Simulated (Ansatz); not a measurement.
**What a trial cell of B relaxes into**

All numbers below come from Ansatz, DFT PBEsol, scalar-relativistic, plane waves, PAW. Cutoff 420 eV, Γ-centred k mesh, Gaussian smearing, no spin polarisation in the final step.

The start puts B on the graphite structure type (P6_3/mmc, No. 194), at a guessed volume.

```
CELL_PARAMETERS angstrom
2.33704 0.00000 0.00000
-1.16852 2.02394 0.00000
0.00000 0.00000 6.36511
ATOMIC_POSITIONS crystal
B 0.00000 0.00000 0.25000
B 0.00000 0.00000 0.75000
B 0.33333 0.66667 0.75000
B 0.66667 0.33333 0.25000
```

Cell and atoms relax at zero pressure; the relaxation can't lower the symmetry of the start. After a coarse first stage the cell is made exact in the group found at 0.06 Å.

Energies count from the standard state of B at the same level.

Question: What does it relax into?

Answer: It keeps P6_3/mmc (No. 194), but not the shape of the type it started on. Conventional cell: a = 2.987 Å, c = 3.966 Å. Around B on Wyckoff site b (2 atoms of the primitive cell) lie 3 B at 1.72 Å and 2 B at 1.98 Å; around B on Wyckoff site d (2 atoms of the primitive cell) lie 3 B at 1.72 Å.

```cif
data_structure
_symmetry_space_group_name_H-M 'P6_3/mmc'
_symmetry_Int_Tables_number 194
_cell_length_a 2.9870
_cell_length_b 2.9870
_cell_length_c 3.9660
_cell_angle_alpha 90.000
_cell_angle_beta 90.000
_cell_angle_gamma 120.000
_cell_volume 30.64
loop_
_atom_site_label
_atom_site_type_symbol
_atom_site_symmetry_multiplicity
_atom_site_Wyckoff_symbol
_atom_site_fract_x
_atom_site_fract_y
_atom_site_fract_z
_atom_site_occupancy
B1 B 2 b 0.00000 0.00000 0.25000 1
B2 B 2 d 0.33333 0.66667 0.75000 1
```

Question: What are its volume, energy, density and gap?

Answer: The volume per atom is 7.66 Å³. The density is 2.34 g/cm³ and the energy over the standard structure is 0.90 eV/atom. The gap on the 18×18×12 mesh is 0 eV (a metal).

The final run used a 18×18×12 mesh on its 4-atom cell and 0.10 eV smearing. The k mesh leaves about 4 meV/atom of noise in metals. A later test with randomly moved atoms lowered the energy by 710 meV/atom on a coarse mesh, so it isn't stable against such moves and is likely a saddle point held by symmetry.